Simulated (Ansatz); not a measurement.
Rows from a G0W0 calculation on Ta2O5 (Pmmm) (Ansatz 0.2.0; G0W0 on PBE, plane waves, PAW; 6×6×4 mesh, 529 empty bands, screening to 190 eV, hard PAW files), in eV. Spin-orbit coupling is left out.

| row | k | band | start | Σx | Σc at the solution | Vxc |
| --- | --- | --- | --- | --- | --- | --- |
| A | (-0.500, -0.500, -0.500) | v1 | 10.854 | -26.514 | 4.683 | -21.255 |
| B | (-0.500, 0.000, 0.000) | c2 | 11.259 | -12.185 | -5.481 | -18.090 |
| C | (-0.500, -0.500, -0.500) | c2 | 14.146 | -15.927 | -5.215 | -21.796 |
| D | (-0.500, -0.500, -0.500) | c1 | 11.864 | -12.772 | -5.853 | -19.078 |
| E | (-0.500, 0.000, 0.000) | c1 | 11.181 | -12.945 | -4.740 | -18.059 |
| F | (-0.500, 0.000, 0.000) | v1 | 9.739 | -24.839 | 4.344 | -19.885 |

Work out each quasiparticle level and how far it moved.

The quasiparticle equation reads E = start + Σx + Σc(E) − Vxc.

| row | E (eV) | shift (eV) |
| --- | --- | --- |
| A | 10.277 | −0.576 |
| B | 11.683 | +0.424 |
| C | 14.801 | +0.655 |
| D | 12.317 | +0.452 |
| E | 11.556 | +0.375 |
| F | 9.129 | −0.610 |

The gap over the computed points goes from 0.33 eV to 1.28 eV.

Limits: not at the basis limit; no spin-orbit coupling; coarse k mesh.

[Runs of the session that timed out or met a known fault of the program may be left out.]

[Cells called generated may have been cut or substituted from an entry of the Crystallography Open Database or the Materials Project.]

[Hosts, paths, dates, database ids (printed as entryN), source tags and the programs' standing remarks are cut or masked in the printed files.]
